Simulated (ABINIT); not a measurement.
Crystal: GaSb.

```
CELL_PARAMETERS angstrom
0.00000 3.05900 3.05900
3.05900 0.00000 3.05900
3.05900 3.05900 0.00000
ATOMIC_POSITIONS crystal
Sb 0.75000 0.75000 0.75000
Ga 0.00000 0.00000 0.00000
```

Base run:

| Item | Value |
| --- | --- |
| Program | ABINIT 10.8.3 (patched build) |
| Functional | PBEsol |
| Potentials or basis | JTH PAW PBE v2.0 sp |
| Cutoff | 544 eV |
| k mesh | 8 × 8 × 8 |
| Occupations | fermi-dirac, width 0.05 eV |
| Spin | no spin polarisation |

Its results: band gap on the k mesh none (metal or under the smearing width); pressure 0.0 GPa.

**Question.** The run is repeated on the same cell with these changes: functional from PBEsol to BLYP. What comes out?

**Answer.** Band gap on the k mesh none (metal or under the smearing width); pressure 5.5 GPa.

BLYP binds less tightly than PBEsol, so the same cell stands under more pressure.

Caveats: the PAW data sets were made with another functional, which shifts forces and pressure a little; spin-orbit coupling is left out, which moves the levels of the heavy elements; this set keeps more shells in the core, which shifts pressures and gaps; this crystal is a semiconductor, whose small gap the functional closes, so the metal is an error of the method.
